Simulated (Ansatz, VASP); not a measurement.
Two plane-wave programs on Cs

INCAR

```
SYSTEM = Cs
PREC = Accurate
ENCUT = 520
EDIFF = 1E-6
ISMEAR = 0
SIGMA = 0.15
LREAL = .FALSE.
LASPH = .TRUE.
NELM = 100
ALGO = Normal
ISIF = 2
LWAVE = .FALSE.
LCHARG = .FALSE.
NBANDS = 10
```

File KPOINTS:

```
Automatic mesh
0
G
  10 10 10
  0 0 0
```

The input POSCAR:

```
Cs
1.0
    0.2220938854      3.9483357400      3.9483357400
    4.1704296254      0.0000000000      4.1704296254
    3.9483357400      3.9483357400      0.2220938854
Cs
1
Direct
    0.0000000000      0.0000000000      0.0000000000
```

Input for Ansatz:

```yaml
crystal:
  lattice:
    - [0.2220938854, 3.94833574, 3.94833574]
    - [4.1704296254, 0.0, 4.1704296254]
    - [3.94833574, 3.94833574, 0.2220938854]
  atoms:
    - { symbol: Cs, position: [0.0, 0.0, 0.0] }
basis:
  ecutwfc: 420
kpoints:
  mp_grid: { grid: [10, 10, 10] }
hamiltonian:
  xc: lda
scf:
  occupations: { method: gaussian, width: 0.15 }
output:
  forces: true
  stress: true
  eigenvalues: true
```

Change from the starting cell: strain +0.1125 x Voigt [0, 0, 0, 0, 1, 0], atoms carried along.

Alike in both runs: task single point; functional LDA; k mesh 10 × 10 × 10; occupations gaussian, width 0.15 eV; no spin polarisation.

|  | VASP | Ansatz |
| --- | --- | --- |
| version | VASP 6.6.1 | Ansatz 0.2.0 |
| potentials or method | VASP PAW LDA potentials, release 64 (Cs_sv) | scalar-relativistic, plane waves, PAW |
| plane-wave cutoff (eV) | 520 | 420 |
| valence electrons in the cell | 9 | 9 |

|  | VASP | Ansatz | Ansatz less VASP |
| --- | --- | --- | --- |
| gap on the k mesh at the Fermi level (eV) | none | none | - |
| pressure (GPa) | -0.4 | -0.4 | +0.01 |
| largest component of the traceless stress (GPa) | 0.10 | 0.10 | -0.001 |

A gap of «none» marks a metal or a gap that the smearing closes.

Spin-orbit coupling is left out, which matters for the levels of Cs.
